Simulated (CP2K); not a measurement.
# TiO2 in CP2K: the effect of functional

TiO2:

```
Ti O
1.0
     3.82735    0.00000    0.00000
    -0.00088    3.82735    0.00000
    -1.86197   -1.86240    4.79664
Ti O
2 4
Direct
  0.86589 0.13411 0.75000
  0.13411 0.86589 0.25000
  0.08876 0.33122 0.16715
  0.91124 0.66878 0.83285
  0.66878 0.91124 0.33285
  0.33122 0.08876 0.66715
```

The cell is a database's computed one.

Alike in all runs:

```yaml
Program: CP2K 2026.2
Task: single point
Potentials_or_basis: POTENTIAL_UZH Ti GTH-PBE-q12, O GTH-PBE-q6; DZVP-MOLOPT-PBE-GTH basis
Density_cutoff: 11565 eV
k_mesh: 8 × 8 × 6
Occupations: fermi-dirac, width 0.05 eV
Spin: no spin polarisation
```

One run gave: gap on the mesh 2.01 eV; pressure -4.9 GPa; largest force 0.12 eV/Å. Which functional did it use?
A. LDA
B. OLYP
C. vdW-DF-cx
D. PBEsol
E. PBE

C.

| functional | gap on the mesh (eV) | pressure (GPa) | largest force (eV/Å) |
| --- | --- | --- | --- |
| PBE | 2.01 | -0.7 | 0.11 |
| LDA | 1.94 | -9.9 | 0.26 |
| PBEsol | 1.98 | -5.9 | 0.20 |
| AM05 | 1.99 | -5.2 | 0.21 |
| OLYP | 2.06 | -0.2 | 0.23 |
| vdW-DF-cx | 2.01 | -4.9 | 0.12 |
| HLE17 | 2.09 | -21.9 | 0.84 |

Caveats: the basis of atomic orbitals isn't converged, which shifts pressures, moduli and gaps; the potentials were made for another functional, which shifts forces and pressure (some runs); the potentials were made for a functional far from this one (some runs).

A k mesh can miss the band edges.
